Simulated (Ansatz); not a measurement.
The system is Sn.

```
Sn
1.0
    -1.72654    1.77555    2.33834
     1.72654   -1.77555    2.33834
     1.72654    1.77555   -2.33834
Sn
1
Cartesian
  0.0000 0.0000 0.0000
```

This isn't the form of Sn at room conditions, which is tetragonal (white tin).

| Quantity | Value |
| --- | --- |
| Program | Ansatz 0.2.0 |
| Task | relaxation of cell and atoms |
| Functional | BLYP |
| Potentials or basis | all-electron LAPW, scalar-relativistic |
| Basis error allowed | 0.001 eV/atom |
| k mesh | 11 × 11 × 11 |
| Occupations | fermi-dirac, width 0.05 eV |
| Spin | no spin polarisation |

At the start: volume 28.67 Å³/atom.

Problem. How do energy, volume and symmetry change on relaxing?

Solution. Over 7 steps the energy falls by 24.4 meV/atom and the volume is 30.86 Å³/atom (+7.6 %); space group Fm-3m (No. 225, to 0.05 Å).

Step by step:
```csv
step,energy change (eV),largest force (eV/Å),volume (Å³)
1,0.0000,0.0000,28.67
2,-0.0220,0.0000,30.72
3,-0.0230,0.0000,30.85
4,-0.0243,0.0000,30.82
5,-0.0243,0.0000,30.86
6,-0.0243,0.0000,30.86
7,-0.0244,0.0000,30.86
```

Final structure:
```
Sn
1.0
    -1.76121    1.76116    2.48705
     1.76121   -1.76116    2.48705
     1.76121    1.76116   -2.48705
Sn
1
Direct
  0.00000 0.00000 0.00000
```
